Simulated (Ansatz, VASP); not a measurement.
Pt in VASP and in Ansatz

```
Pt
1.0
     2.70431    0.00000    0.00000
    -1.35215    2.34200    0.00000
     0.00000    0.00000    4.69431
Pt
2
Cartesian
  0.0000 1.5613 1.1736
  1.3522 0.7807 3.5207
```

This isn't the form of Pt at room conditions, which is fcc.

Alike in both runs: task single point; functional r2SCAN; k mesh 11 × 11 × 6; occupations fermi-dirac, width 0.05 eV; no spin polarisation.

|  | VASP | Ansatz |
| --- | --- | --- |
| version | VASP 6.6.1 | Ansatz 0.2.0 |
| potentials or method | VASP PAW PBE potentials, release 64 (Pt) | Ansatz PAW |
| plane-wave cutoff (eV) | 520 | 500 |
| valence electrons in the cell | 20 | 36 |

|  | VASP | Ansatz | Ansatz less VASP |
| --- | --- | --- | --- |
| gap on the k mesh at the Fermi level (eV) | none | none | - |
| pressure (GPa) | 11.6 | 10.8 | -0.88 |
| largest component of the traceless stress (GPa) | 1.70 | 1.46 | -0.247 |

A gap of «none» marks a metal or a gap that the smearing closes. With one functional, cell and mesh, what is left measures potentials, basis and numerics. The two sets of potentials don't hold the same shells in valence.

Caveats: the PAW data sets were made with another functional, which shifts forces and pressure a little (VASP); the PAW data sets come from PBE, with cores solved anew for the run's functional, which leaves a small shift of forces and pressure (Ansatz). Spin-orbit coupling is left out, which matters for the levels of Pt.
